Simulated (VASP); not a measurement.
# BeTe (F-43m) in VASP: a series of runs, part 2 of 2

VASP 6.6.1. The steps go on from the part before.

### Step 4. Band structure, RPBE

POSCAR

```
BeTe
1.0
    0.0000000000      2.7700000000      2.7700000000
    2.7700000000      0.0000000000      2.7700000000
    2.7700000000      2.7700000000      0.0000000000
Te Be
1 1
Direct
    0.7500000000      0.7500000000      0.7500000000
    0.0000000000      0.0000000000      0.0000000000
```

INCAR.step1

```
PREC = Accurate ; ENCUT = 520
EDIFF = 1E-6 ; ISMEAR = -1
SIGMA = 0.05 ; LREAL = F
LASPH = T ; NELM = 60
ALGO = Normal ; ISIF = 2
LWAVE = F ; LCHARG = T
GGA = RP ; NBANDS = 11
```

KPOINTS.step1

```
regular mesh
0
Gamma
  8 8 8
```

INCAR.step2

```
PREC = Accurate ; ENCUT = 520
EDIFF = 1E-6 ; ISMEAR = 0
SIGMA = 0.05 ; LREAL = F
LASPH = T ; NELM = 60
ALGO = Normal ; ISIF = 2
LWAVE = F ; LCHARG = F
GGA = RP ; NBANDS = 11
ICHARG = 11
```

KPOINTS.step2

```
path GXWKGLUWLK,UX
20
line-mode
reciprocal
 0.0000000000  0.0000000000  0.0000000000  G
 0.5000000000  0.0000000000  0.5000000000  X

 0.5000000000  0.0000000000  0.5000000000  X
 0.5000000000  0.2500000000  0.7500000000  W

 0.5000000000  0.2500000000  0.7500000000  W
 0.3750000000  0.3750000000  0.7500000000  K

 0.3750000000  0.3750000000  0.7500000000  K
 0.0000000000  0.0000000000  0.0000000000  G

 0.0000000000  0.0000000000  0.0000000000  G
 0.5000000000  0.5000000000  0.5000000000  L

 0.5000000000  0.5000000000  0.5000000000  L
 0.6250000000  0.2500000000  0.6250000000  U

 0.6250000000  0.2500000000  0.6250000000  U
 0.5000000000  0.2500000000  0.7500000000  W

 0.5000000000  0.2500000000  0.7500000000  W
 0.5000000000  0.5000000000  0.5000000000  L

 0.5000000000  0.5000000000  0.5000000000  L
 0.3750000000  0.3750000000  0.7500000000  K

 0.6250000000  0.2500000000  0.6250000000  U
 0.5000000000  0.0000000000  0.5000000000  X
```

Potentials or basis: VASP PAW PBE potentials, release 64 (Te, Be).

Launch:

```console
> cat potpaw_PBE.64/Te/POTCAR potpaw_PBE.64/Be/POTCAR > POTCAR
> cp INCAR.step1 INCAR
> cp KPOINTS.step1 KPOINTS
> mpirun -np 1 vasp_std > vasp.out
> cp INCAR.step2 INCAR
> cp KPOINTS.step2 KPOINTS
> mpirun -np 1 vasp_std > vasp.out
```

OUTCAR:

```text
PREC = Accurate
   ENCUT = 520
   EDIFF = 1E-6
   ISMEAR = 0
   LREAL = F
   LASPH = T
   NELM = 60
   ISIF = 2
   GGA = RP
   ICHARG = 11

 ion  position               nearest neighbor table
   1  0.750  0.750  0.750-   2 2.40   2 2.40   2 2.40   2 2.40
   2  0.000  0.000  0.000-   1 2.40   1 2.40   1 2.40   1 2.40

  LATTYP: Found a face centered cubic cell.
 ALAT       =     5.5400000000

  Lattice vectors:

 A1 = (   0.0000000000,   2.7700000000,   2.7700000000)
 A2 = (   2.7700000000,   0.0000000000,   2.7700000000)
 A3 = (   2.7700000000,   2.7700000000,   0.0000000000)

Analysis of symmetry for initial positions (statically):
=====================================================================
 Subroutine PRICEL returns:
 Original cell was already a primitive cell.

 Routine SETGRP: Setting up the symmetry group for a
 face centered cubic supercell.

 Subroutine GETGRP returns: Found 24 space group operations
 (whereof 24 operations were pure point group operations)
 out of a pool of 48 trial point group operations.

[... 166 lines left out ...]
      1      -6.8625      2.00000
      2       5.7535      2.00000
      3       5.7535      2.00000
      4       5.7535      2.00000
      5       9.3380      0.00000
      6       9.3380      0.00000
      7       9.3380      0.00000
      8      10.0319      0.00000
      9      14.2723      0.00000
     10      16.0612      0.00000
     11      16.0612      0.00000
[... 309 lines left out ...]
 k-point    24 :       0.5000    0.0395    0.5395
  band No.  band energies     occupation
      1      -4.8396      2.00000
      2       0.3859      2.00000
      3       2.8628      2.00000
      4       2.8804      2.00000
      5       7.8058      0.00000
      6       8.4925      0.00000
      7      15.6752      0.00000
      8      15.6827      0.00000
      9      17.5602      0.00000
     10      18.8079      0.00000
     11      19.1449      0.00000

 [... further k-points ...]

------------------------ aborting loop because EDIFF is reached ----------------------------------------

  FORCE on cell =-STRESS in cart. coord.  units (eV):
  Direction    XX          YY          ZZ          XY          YZ          ZX
  --------------------------------------------------------------------------------------
  -------------------------------------------------------------------------------------
  Total        1.5025417      1.5025417      1.5025417      0.0000000      0.0000000      0.0000000
  in kB       56.6327703     56.6327703     56.6327703      0.0000000      0.0000000      0.0000000
  external PRESSURE =      56.6327703 kB  Pullay stress =       0.0000000 kB

 VOLUME and BASIS-vectors are now :
 -----------------------------------------------------------------------------
  energy-cutoff  :      520.00
  volume of cell :       42.51
      direct lattice vectors                 reciprocal lattice vectors
     0.000000000  2.770000000  2.770000000    -0.180505415  0.180505415  0.180505415
     2.770000000  0.000000000  2.770000000     0.180505415 -0.180505415  0.180505415
     2.770000000  2.770000000  0.000000000     0.180505415  0.180505415 -0.180505415

 POSITION                                       TOTAL-FORCE (eV/Angst)
 -----------------------------------------------------------------------------------
      4.15500      4.15500      4.15500        -0.000000     -0.000000     -0.000000
      0.00000      0.00000      0.00000         0.000000      0.000000      0.000000
 -----------------------------------------------------------------------------------
    total drift:                               -0.000000     -0.000000     -0.000000

  FREE ENERGIE OF THE ION-ELECTRON SYSTEM (eV)
  ---------------------------------------------------
  free  energy   TOTEN  =        -7.2650500231 eV

  energy  without entropy=       -7.2650500231  energy(sigma->0) =       -7.26505002
```

Wall time 31 s (1 thread of AMD EPYC 9R45 (Zen 5), shared host); peak memory 0.2 GiB.

What came out:

```
Band gap on the k mesh  : 1.93 eV, indirect (least direct gap 3.59 eV)
Band gap along the path : 1.93 eV, indirect (least direct gap 3.58 eV)
```

Levels at the corners of the path, in eV from the valence-band top:
```tsv
point	band 1	band 2	band 3	band 4	band 5	band 6	band 7	band 8
Γ	-12.62	0.00	0.00	0.00	3.58	3.58	3.58	4.28
X	-10.60	-5.39	-2.83	-2.83	1.93	2.63	10.07	10.07
X	-10.60	-5.39	-2.83	-2.83	1.93	2.63	10.07	10.07
W	-10.56	-4.82	-3.94	-3.43	5.38	5.56	5.71	6.37
W	-10.56	-4.82	-3.94	-3.43	5.38	5.56	5.71	6.37
K	-10.62	-5.01	-4.14	-2.39	2.68	5.34	8.08	8.52
K	-10.62	-5.01	-4.14	-2.39	2.68	5.34	8.08	8.52
Γ	-12.62	0.00	0.00	0.00	3.58	3.58	3.58	4.28
Γ	-12.62	0.00	0.00	0.00	3.58	3.58	3.58	4.28
L	-11.14	-5.85	-1.22	-1.22	3.25	4.59	4.59	7.93
L	-11.14	-5.85	-1.22	-1.22	3.25	4.59	4.59	7.93
U	-10.62	-5.01	-4.14	-2.39	2.68	5.34	8.08	8.52
U	-10.62	-5.01	-4.14	-2.39	2.68	5.34	8.08	8.52
W	-10.56	-4.82	-3.94	-3.43	5.38	5.56	5.71	6.37
W	-10.56	-4.82	-3.94	-3.43	5.38	5.56	5.71	6.37
L	-11.14	-5.85	-1.22	-1.22	3.25	4.59	4.59	7.93
L	-11.14	-5.85	-1.22	-1.22	3.25	4.59	4.59	7.93
K	-10.62	-5.01	-4.14	-2.39	2.68	5.34	8.08	8.52
U	-10.62	-5.01	-4.14	-2.39	2.68	5.34	8.08	8.52
X	-10.60	-5.39	-2.83	-2.83	1.93	2.63	10.07	10.07
```

Caveat: the log is that of the step along the path at fixed density, whose energy, stress, charges and moments have no meaning; the PAW data sets were made with another functional, which shifts forces and pressure a little; spin-orbit coupling is left out, which moves the levels of the heavy elements.

### Step 5. Band structure, revPBE

POSCAR is that of step 4.

INCAR.step1

```
SYSTEM = BeTe
PREC = Accurate
ENCUT = 520
EDIFF = 1E-6
ISMEAR = -1
SIGMA = 0.05
LREAL = .False.
LASPH = .True.
NELM = 80
ALGO = Normal
ISIF = 2
LWAVE = .False.
LCHARG = .True.
GGA = RE
```

KPOINTS.step1

```
Automatic mesh
0
Gamma
  8 8 8
  0 0 0
```

INCAR.step2

```
SYSTEM = BeTe
PREC = Accurate
ENCUT = 520
EDIFF = 1E-6
ISMEAR = 0
SIGMA = 0.05
LREAL = .False.
LASPH = .True.
NELM = 80
ALGO = Normal
ISIF = 2
LWAVE = .False.
LCHARG = .False.
GGA = RE
ICHARG = 11
```

KPOINTS.step2, as its differences from that of step 4:

```diff
@@ -1,3 +1,3 @@
 path GXWKGLUWLK,UX
-20
+15
 line-mode
```

Launch:

```console
> cat potpaw_PBE.64/Te/POTCAR potpaw_PBE.64/Be/POTCAR > POTCAR
> cp INCAR.step1 INCAR
> cp KPOINTS.step1 KPOINTS
> mpirun -np 1 vasp_std > vasp.out
> cp INCAR.step2 INCAR
> cp KPOINTS.step2 KPOINTS
> mpirun -np 1 vasp_std > vasp.out
```

Wall time 16 s (1 thread of AMD EPYC 9R45 (Zen 5), shared host); peak memory 0.17 GiB.

The run converged. Its results:

```yaml
Band_gap_on_the_k_mesh: 1.91 eV, indirect (least direct gap 3.59 eV)
Band_gap_along_the_path: 1.91 eV, indirect (least direct gap 3.58 eV)
```

Levels at the corners of the path, in eV from the valence-band top:
```
point  band 1  band 2  band 3  band 4  band 5  band 6  band 7  band 8
    Γ  -12.62    0.00    0.00    0.00    3.58    3.58    3.58    4.25
    X  -10.60   -5.39   -2.83   -2.83    1.91    2.62   10.07   10.07
    X  -10.60   -5.39   -2.83   -2.83    1.91    2.62   10.07   10.07
    W  -10.56   -4.82   -3.95   -3.44    5.36    5.55    5.70    6.37
    W  -10.56   -4.82   -3.95   -3.44    5.36    5.55    5.70    6.37
    K  -10.63   -5.01   -4.15   -2.39    2.67    5.33    8.08    8.51
    K  -10.63   -5.01   -4.15   -2.39    2.67    5.33    8.08    8.51
    Γ  -12.62    0.00    0.00    0.00    3.58    3.58    3.58    4.25
    Γ  -12.62    0.00    0.00    0.00    3.58    3.58    3.58    4.25
    L  -11.15   -5.86   -1.22   -1.22    3.24    4.58    4.58    7.89
    L  -11.15   -5.86   -1.22   -1.22    3.24    4.58    4.58    7.89
    U  -10.63   -5.01   -4.15   -2.39    2.67    5.33    8.08    8.51
    U  -10.63   -5.01   -4.15   -2.39    2.67    5.33    8.08    8.51
    W  -10.56   -4.82   -3.95   -3.44    5.36    5.55    5.70    6.37
    W  -10.56   -4.82   -3.95   -3.44    5.36    5.55    5.70    6.37
    L  -11.15   -5.86   -1.22   -1.22    3.24    4.58    4.58    7.89
    L  -11.15   -5.86   -1.22   -1.22    3.24    4.58    4.58    7.89
    K  -10.63   -5.01   -4.15   -2.39    2.67    5.33    8.08    8.51
    U  -10.63   -5.01   -4.15   -2.39    2.67    5.33    8.08    8.51
    X  -10.60   -5.39   -2.83   -2.83    1.91    2.62   10.07   10.07
```

Caveat: the log is that of the step along the path at fixed density, whose energy, stress, charges and moments have no meaning; the PAW data sets were made with another functional, which shifts forces and pressure a little; spin-orbit coupling is left out, which moves the levels of the heavy elements. revPBE gaps usually lie below the measured ones, often by a third to a half.

### Step 6. For comparison

An earlier run on the cell as given: functional PBEsol; potentials or basis VASP PAW PBE potentials, release 64 (Te, Be); cutoff 520 eV; k mesh 8 × 8 × 8; occupations fermi-dirac, width 0.05 eV; no spin polarisation.

- Pressure: 2.5 GPa
- Band gap on the k mesh: 1.73 eV, indirect (least direct gap 3.55 eV)

### Step 7. Overview

| task | level | spin | k mesh | grid for exact exchange (PRECFOCK) | exchange at q = 0 | ladder | mesh quality | gap on the mesh (eV) | pressure (GPa) |
| --- | --- | --- | --- | --- | --- | --- | --- | --- | --- |
| band structure | B3LYP | off | 4 × 4 × 4 | Fast | truncated | - | coarse | 3.21 | 6.2 |
| band structure | PBEsol | SOC, no magnetisation | 6 × 6 × 6 | - | - | - | not flagged | - | 2.6 |
| band structure | RPBE | off | 8 × 8 × 8 | - | - | - | not flagged | 1.93 | - |
| band structure | revPBE | off | 8 × 8 × 8 | - | - | - | not flagged | 1.91 | - |
| single point | PBEsol | off | 8 × 8 × 8 | - | - | free | not flagged | 1.73 | 2.5 |

Alike in all rows: potentials or basis VASP PAW PBE potentials, release 64 (Te, Be); cell as given; cutoff (eV) 520; smearing fermi-dirac 0.05 eV.

Caveats: some runs use coarse meshes; the PAW data sets were made with another functional, which shifts forces and pressure a little; spin-orbit coupling is left out, which moves the levels of the heavy elements (some runs).

Absolute energies hang on the potentials; compare differences alone.
